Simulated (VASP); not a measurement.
MnS (Browneite), 2 atoms in the cell. The structure is cubic, space group F-43m (No. 216). The conventional cell has a = 5.600 Å, b = 5.600 Å, c = 5.600 Å, α = 90.00°, β = 90.00°, γ = 90.00°. Mn (site symmetry -43m) is surrounded by 4 S at 2.42 Å. S (site symmetry -43m) is surrounded by 4 Mn at 2.42 Å. 

| Item | Value |
| --- | --- |
| Program | VASP 6.6.1 |
| Task | single point |
| Functional | r2SCAN |
| Potentials or basis | VASP PAW PBE potentials, release 64 (Mn_pv, S) |
| Cutoff | 520 eV |
| k mesh | 7 × 7 × 7 |
| Occupations | methfessel-paxton, width 0.1 eV |
| Spin | collinear spin, typed start |
| Starting moments | [2.8, 0.0] μB |
| Dipole correction | no |
| Further INCAR settings | ALGO = Normal; EDIFF = 1e-06; NBANDS = 20 |

Potentials or basis: VASP PAW PBE potentials, release 64 (Mn_pv, S).

The run is started by

```sh
$ cat potpaw_PBE.64/Mn_pv/POTCAR potpaw_PBE.64/S/POTCAR > POTCAR
$ cp INCAR.step1 INCAR
$ mpirun -np 1 vasp_std > vasp.out
$ cp INCAR.step2 INCAR
$ mpirun -np 1 vasp_std > vasp.out
```

Hardware: 1 thread of Intel(R) Xeon(R) Platinum 8488C (Sapphire Rapids), on a shared host.

Task: How long does it take, and how much memory?

Result: It took 94 s on 1 thread of Intel(R) Xeon(R) Platinum 8488C (Sapphire Rapids), with other jobs on the host, peak memory 0.2 GiB. Counts: scf iterations 9, k points 20.
